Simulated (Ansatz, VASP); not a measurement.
TiCo2: VASP beside Ansatz

```xyz
6
Lattice="0.0000 3.2443 3.2443 3.2443 0.0000 3.2443 3.2443 3.2443 0.0000" Properties=species:S:1:pos:R:3 pbc="T T T"
Ti    3.2443    3.2443    3.2443
Ti    4.8664    4.8664    4.8664
Co    0.8111    0.8111    0.8111
Co    0.8111    2.4332    2.4332
Co    2.4332    2.4332    0.8111
Co    2.4332    0.8111    2.4332
```

Alike in both runs: task relaxation of cell and atoms; functional LDA; k mesh 10 × 10 × 10; occupations gaussian, width 0.1 eV; no spin polarisation.

|  | VASP | Ansatz |
| --- | --- | --- |
| version | VASP 6.6.1 | Ansatz 0.2.0 |
| potentials or method | VASP PAW LDA potentials, release 64 (Ti_sv, Co) | scalar-relativistic, plane waves, PAW |
| plane-wave cutoff (eV) | 600 | 420 |
| valence electrons in the cell | 60 | 92 |

```tsv
	VASP	Ansatz	Ansatz less VASP
gap on the k mesh at the Fermi level, each at its own relaxed structure (eV)	none	none	-
relaxed volume (Å³/atom)	11.35	11.38	+0.030
relaxed cell length with the largest relative difference (Å)	4.583	4.587	+0.0040
```

A gap of «none» marks a metal or a gap that the smearing closes. The two sets of potentials don't hold the same shells in valence.

Spin polarisation is off, so any magnetic state and its effect on volume and gap are missing. Zero-point motion and thermal expansion aren't in these numbers. LDA usually gives volumes a few per cent too small.
